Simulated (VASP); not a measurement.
A run of VASP 6.6.1 is set up as follows.

The input INCAR:

```
SYSTEM = IrO2
  PREC = Accurate
  ENCUT = 600
  EDIFF = 1E-7
  ISMEAR = 0
  SIGMA = 0.1
  LREAL = .FALSE.
  LASPH = .TRUE.
  NELM = 100
  ALGO = Normal
  ISIF = 3
  LWAVE = .FALSE.
  LCHARG = .FALSE.
  GGA = PE
  IBRION = 2
  NSW = 60
  EDIFFG = -0.04
```

Contents of KPOINTS:

```
Automatic mesh
0
G
  4 4 6
  0 0 0
```

File POSCAR:

```
IrO2
1.0
    4.5053140000      0.0000000000      0.0000000000
    0.0000000000      4.5053140000      0.0000000000
    0.0000000000      0.0000000000      3.1767060000
Ir O
2 4
Direct
    0.5000000000      0.5000000000      0.5000000000
    0.0000000000      0.0000000000      0.0000000000
    0.6913370000      0.6913370000      0.0000000000
    0.8086630000      0.1913370000      0.5000000000
    0.3086630000      0.3086630000      0.0000000000
    0.1913370000      0.8086630000      0.5000000000
```

Potentials or basis: VASP PAW PBE potentials, release 64 (Ir, O).

The run is started by

```sh
$ cat potpaw_PBE.64/Ir/POTCAR potpaw_PBE.64/O/POTCAR > POTCAR
$ mpirun -np 1 vasp_std > vasp.out
```

Q: Predict the relaxed cell.

A: a = 4.535 Å, b = 4.535 Å, c = 3.193 Å, α = 90.00°, β = 90.00°, γ = 90.00°.

Q: Predict the band gap on the k mesh.

A: None (metal or under the smearing width).

Q: Estimate the relaxed volume.

A: 10.95 Å³/atom.

Q: Predict the space group after relaxing (to 0.05 Å).

A: P4_2/mnm (No. 136).

The path:
```tsv
step	energy change (eV)	largest force (eV/Å)	pressure (GPa)	volume (Å³)
1	0.0000	0.0068	5.25	64.48
2	0.0409	0.0855	-8.36	67.83
3	-0.0188	0.0378	0.00	65.66
4	-0.0188	0.0371	0.09	65.63
5	-0.0191	0.0622	0.06	65.70
6	-0.0193	0.0262	0.07	65.67
```

The run has no spin-orbit coupling, so splittings on Ir are missing.
